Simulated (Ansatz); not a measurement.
`CCCC=O` + H₂ → `CCC=O` + CH₄ at 700 K and 1 bar (hydrogenolysis of a C–C bond).

Calculated with Ansatz (gas phase, PBE0-D4/def2-TZVP geometries, no zero-point term in ΔE). CCSD(T)/CBS adds triple-zeta CCSD(T) − MP2 to the extrapolated MP2 energy (def2 sets, frozen cores). This one scheme is used for every species. Each species was taken in one conformer, which may not be the lowest.

```json
{"species": "`CCCC=O`", "CCSD(T)/CBS energy (Eh)": "-232.19040", "H − E (kJ/mol)": "372.3", "S (J/(mol·K))": "439.5"}
{"species": "H₂", "CCSD(T)/CBS energy (Eh)": "-1.17544", "H − E (kJ/mol)": "46.8", "S (J/(mol·K))": "155.3"}
{"species": "`CCC=O`", "CCSD(T)/CBS energy (Eh)": "-192.92825", "H − E (kJ/mol)": "281.3", "S (J/(mol·K))": "385.5"}
{"species": "CH₄", "CCSD(T)/CBS energy (Eh)": "-40.46206", "H − E (kJ/mol)": "145.9", "S (J/(mol·K))": "224.0"}
```

H − E and S are ideal-gas, rigid-rotor, harmonic terms from PBE0-D4/def2-TZVP, for one conformer and one mirror image of each species. For small species the MP2-based limit differs from directly extrapolated CCSD(T) by up to some mEh (0.8 for H₂); such offsets cancel only in part. 1 Eh = 2625.50 kJ/mol, R = 8.31446 J/(mol·K).

Problem. By hand: ΔE, ΔH, ΔS and ΔG.

Solution. ΔE = (-192.92825) + (-40.46206) − (-232.19040) − (-1.17544) = -0.02447 Eh = -64.2 kJ/mol. Δ(H − E) = 281.3 + 145.9 − 372.3 − 46.8 = 8.1, so ΔH = -56.1 kJ/mol. ΔS = 385.5 + 224.0 − 439.5 − 155.3 = 14.7 J/(mol·K). ΔG = -56.1 − 700 × (14.7)/1000 = -66.4 kJ/mol.

Problem. By hand: the equilibrium constant, and the temperature at which ΔG would vanish if ΔH and ΔS stayed fixed.

Solution. log₁₀ K = −ΔG/(RT ln 10) = 5.0. ΔH and −TΔS have one sign here, so there is no such temperature.

The number of gas molecules stays the same, so ΔS is small and ΔH decides. A doubt of 5 kJ/mol in ΔE shifts log₁₀ K by 0.4 here. Other conformers and mirror images would add mixing entropy, several J/(mol·K) or more a flexible species. These are equilibria of isolated gas molecules and say nothing of rates. Largest T1 diagnostic: 0.013 (customary marks: 0.02 for closed shells, 0.045 for open ones).
